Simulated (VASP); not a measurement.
All values below come from rev-vdW-DF2, VASP's PBE PAW potentials (set 64) (plane waves; VASP).

The input files of a VASP run:

POSCAR:
```
CsI
1
    4.5384041704     0.0000000000     0.0000000000
    0.0000000000     4.5384041704     0.0000000000
    0.0000000000     0.0000000000     4.5384041704
Cs I
1 1
Direct
  0.0000000000   0.0000000000   0.0000000000
  0.5000000000   0.5000000000   0.5000000000
```

INCAR:
```
AGGAC  =  0.0
ALGO  =  Normal
EDIFF  =  1E-7
ENCUT  =  520
GGA  =  MK
ICHARG  =  11
ISMEAR  =  0
LASPH  =  T
LCHARG  =  F
LMAXMIX  =  4
LORBIT  =  11
LREAL  =  F
LUSE_VDW  =  T
LWAVE  =  F
NELM  =  100
PARAM1  =  0.1234568
PARAM2  =  0.7114
PREC  =  Accurate
SIGMA  =  0.05
SYSTEM  =  CsI
ZAB_VDW  =  -1.8867
```

### KPOINTS
```
k-points along high-symmetry lines
15
Line-mode
Reciprocal
  0.000000   0.000000   0.000000 ! GAMMA
  0.000000   0.500000   0.000000 ! X

  0.000000   0.500000   0.000000 ! X
  0.500000   0.500000   0.000000 ! M

  0.500000   0.500000   0.000000 ! M
  0.000000   0.000000   0.000000 ! GAMMA

  0.000000   0.000000   0.000000 ! GAMMA
  0.500000   0.500000   0.500000 ! R

  0.500000   0.500000   0.500000 ! R
  0.000000   0.500000   0.000000 ! X

  0.500000   0.500000   0.500000 ! R
  0.500000   0.500000   0.000000 ! M
```

POTCAR, in this order: Cs_sv I (PBE.64 set). Program: vasp_std. Read from the step before: CHGCAR.

Output of the run:

OUTCAR:
```
 ion  position               nearest neighbor table
   1  0.000  0.000  0.000-
   2  0.500  0.500  0.500-
  LATTYP: Found a simple cubic cell.
 ALAT       =     4.5384041704
 Subroutine PRICEL returns:
 Original cell was already a primitive cell.
 Subroutine GETGRP returns: Found 48 space group operations
The static configuration has the point symmetry O_h .
The dynamic configuration has the point symmetry O_h .
 Subroutine INISYM returns: Found 48 space group operations
   k-points           NKPTS =     90   k-points in BZ     NKDIM =     90   number of bands    NBANDS=     12
   number of dos      NEDOS =    301   number of ions     NIONS =      2
   total plane-waves  NPLWV =  46656
   dimension x,y,z NGX =    36 NGY =   36 NGZ =   36
   dimension x,y,z NGXF=    72 NGYF=   72 NGZF=   72
   ions per type =               1   1
   PREC   = accura    normal or accurate (medium, high low for compatibility)
   ISTART =      0    job   : 0-new  1-cont  2-samecut
   ICHARG =     11    charge: 1-file 2-atom 10-const
   ISPIN  =      1    spin polarized calculation?
   LNONCOLLINEAR =      F non collinear calculations
   LSORBIT =      F    spin-orbit coupling
   INIWAV =      1    electr: 0-lowe 1-rand  2-diag
   ENCUT  =  520.0 eV  38.22 Ry    6.18 a.u.   8.44  8.44  8.44*2*pi/ulx,y,z
   NELM   =    100;   NELMIN=  2; NELMDL= -5     # of ELM steps
   EDIFF  = 0.1E-06   stopping-criterion for ELM
   LREAL  =      F    real-space projection
   NLSPLINE    = F    spline interpolate recip. space projectors
   LMAXMIX     =    4 max onsite mixed and CHGCAR
   VOSKOWN=      0    Vosko Wilk Nusair interpolation
   EDIFFG = 0.1E-05   stopping-criterion for IOM
   NSW    =      0    number of steps for IOM
   NBLOCK =      1;   KBLOCK =      1    inner block; outer block
   IBRION =     -1    ionic relax: 0-MD 1-quasi-New 2-CG
   NFREE  =      0    steps in history (QN), initial steepest desc. (CG)
   ISIF   =      2    stress and relaxation
   ISYM   =      2    0-nonsym 1-usesym 2-fastsym
   TEIN   =    0.0    initial temperature
   TEBEG  =    0.0;   TEEND  =   0.0 temperature during run
   SMASS  =  -3.00    Nose mass-parameter (am)
   PSTRESS=    0.0 pullay stress
   NELECT =      16.0000    total number of electrons
   EFERMI =   0.00;   METHOD = LEGACY
   ISMEAR =     0;   SIGMA  =   0.05  broadening in eV -4-tet -1-fermi 0-gaus
   IALGO  =     38    algorithm
   LDIAG  =      T    sub-space diagonalisation (order eigenvalues)
   IMIX   =      4    mixing-type and parameters
     AMIX     =   0.40;   BMIX     =  1.00
     AMIX_MAG =   1.60;   BMIX_MAG =  1.00
     AMIN     =   0.10
   GGA     = MK    functional components
   VOSKOWN =     0    Vosko Wilk Nusair interpolation
   LHFCALC =     F    Hartree Fock is set to
   LHFONE  =     F    Hartree Fock one center treatment
   AEXX    =    0.0000 exact exchange contribution
   LUSE_VDW   =     T    switch on vdW DFT
   IVDW    =     0    specifies the selected vdW correction
   LEPSILON=     F    determine dielectric tensor
   LRPA    =     F    only Hartree local field effects (RPA)
  energy-cutoff  :      520.00
  volume of cell :       93.48
      direct lattice vectors                 reciprocal lattice vectors
     4.538404170  0.000000000  0.000000000     0.220341768  0.000000000  0.000000000
     0.000000000  4.538404170  0.000000000     0.000000000  0.220341768  0.000000000
     0.000000000  0.000000000  4.538404170     0.000000000  0.000000000  0.220341768
 k-point     1 :   0.0000 0.0000 0.0000  plane waves:    2517
 k-point     2 :   0.0000 0.0357 0.0000  plane waves:    2517
 k-point     3 :   0.0000 0.0714 0.0000  plane waves:    2525
 k-point     4 :   0.0000 0.1071 0.0000  plane waves:    2517
 k-point     5 :   0.0000 0.1429 0.0000  plane waves:    2505
 k-point     6 :   0.0000 0.1786 0.0000  plane waves:    2513
 k-point     7 :   0.0000 0.2143 0.0000  plane waves:    2521
 k-point     8 :   0.0000 0.2500 0.0000  plane waves:    2521
 k-point     9 :   0.0000 0.2857 0.0000  plane waves:    2517
...
```

File OSZICAR:
```
       N       E                     dE             d eps       ncg     rms          rms(c)
DAV:   1     0.959402061177E+02    0.95940E+02   -0.63348E+03  2160   0.110E+03
DAV:   2     0.643387878048E+01   -0.89506E+02   -0.83736E+02  3124   0.168E+02
DAV:   3    -0.115857246856E+01   -0.75925E+01   -0.75632E+01  2644   0.554E+01
DAV:   4    -0.126608559310E+01   -0.10751E+00   -0.10748E+00  2620   0.816E+00
DAV:   5    -0.126748570627E+01   -0.14001E-02   -0.14001E-02  2644   0.934E-01
DAV:   6    -0.126752698064E+01   -0.41274E-04   -0.41274E-04  2812   0.143E-01
DAV:   7    -0.126752802728E+01   -0.10466E-05   -0.10466E-05  2628   0.192E-02
DAV:   8    -0.126752806960E+01   -0.42317E-07   -0.42311E-07  2308   0.336E-03
   1 F= -.12675281E+01 E0= -.12675281E+01  d E =-.807938E-13
```

### OUTCAR
```
 val. band max:        0.8350374145   @ k =   0.5000   0.5000   0.0000

 cond. band min:       4.6445637198   @ k =   0.0000   0.0000   0.0000



 k-point     1 :       0.0000    0.0000    0.0000
  band No.  band energies     occupation
      1     -19.5562      2.00000
      2      -9.8886      2.00000
      3      -6.2315      2.00000
      4      -6.2315      2.00000
      5      -6.2315      2.00000
      6       0.7492      2.00000
      7       0.7492      2.00000
      8       0.7492      2.00000
      9       4.6446      0.00000
     10       4.8872      0.00000
     11       4.8872      0.00000
     12       8.5942      0.00000

 k-point     2 :       0.0000    0.0357    0.0000
  band No.  band energies     occupation
      1     -19.5559      2.00000
      2      -9.8888      2.00000
      3      -6.2338      2.00000
      4      -6.2307      2.00000
      5      -6.2307      2.00000
      6       0.7205      2.00000
      7       0.7471      2.00000
      8       0.7471      2.00000
      9       4.6784      0.00000
     10       4.8951      0.00000
     11       4.9171      0.00000
     12       8.5958      0.00000

 k-point     3 :       0.0000    0.0714    0.0000
  band No.  band energies     occupation
      1     -19.5549      2.00000
      2      -9.8892      2.00000
      3      -6.2404      2.00000
      4      -6.2282      2.00000
      5      -6.2282      2.00000
      6       0.6387      2.00000
      7       0.7410      2.00000
      8       0.7410      2.00000
      9       4.7735      0.00000
     10       4.9184      0.00000
     11       5.0079      0.00000
     12       8.5737      0.00000

 k-point     4 :       0.0000    0.1071    0.0000
  band No.  band energies     occupation
      1     -19.5532      2.00000
      2      -9.8899      2.00000
      3      -6.2509      2.00000
      4      -6.2241      2.00000
      5      -6.2241      2.00000
      6       0.5147      2.00000
      7       0.7310      2.00000
...
```

The density is held fixed in this step, so its total energy and stress have no physical meaning. Unless said otherwise, spin-orbit coupling is left out, though it shifts the bands of the heavy elements here.

The compound is CsI in the CsCl type structure. It was relaxed first.
